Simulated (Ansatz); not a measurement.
# Au in Ansatz: the effect of functional

Crystal: Au.

```
Au
1.0
     1.42988   -2.58957    0.00000
     1.42988    2.58957    0.00000
     0.00000    0.00000    4.95756
Au
2
Cartesian
  1.4299 0.8563 1.2394
  1.4299 -0.8563 3.7182
```

This isn't the form of Au at room conditions, which is fcc.

The cell isn't the ideal one: volume scaled by 1.04.

Alike in all runs:

| Property | Result |
| --- | --- |
| Program | Ansatz 0.2.0 |
| Task | single point |
| Potentials or basis | Ansatz PAW |
| k mesh | 11 × 11 × 6 |
| Occupations | fermi-dirac, width 0.05 eV |
| Spin | no spin polarisation |

| functional | cutoff | pressure (GPa) |
| --- | --- | --- |
| LDA | 420 eV (not typed: the program's choice for these potentials) | -14.3 |
| PBEsol | 420 eV (not typed: the program's choice for these potentials) | ? |
| r2SCAN | 500 eV (not typed: the program's choice for these potentials) | -5.6 |

Problem. What does the run with functional PBEsol give?

Solution. Pressure -10.1 GPa.

Caveats: the PAW data sets come from PBE, with cores solved anew for the run's functional, which leaves a small shift of forces and pressure.

Runs at the PBE level aren't shown here.
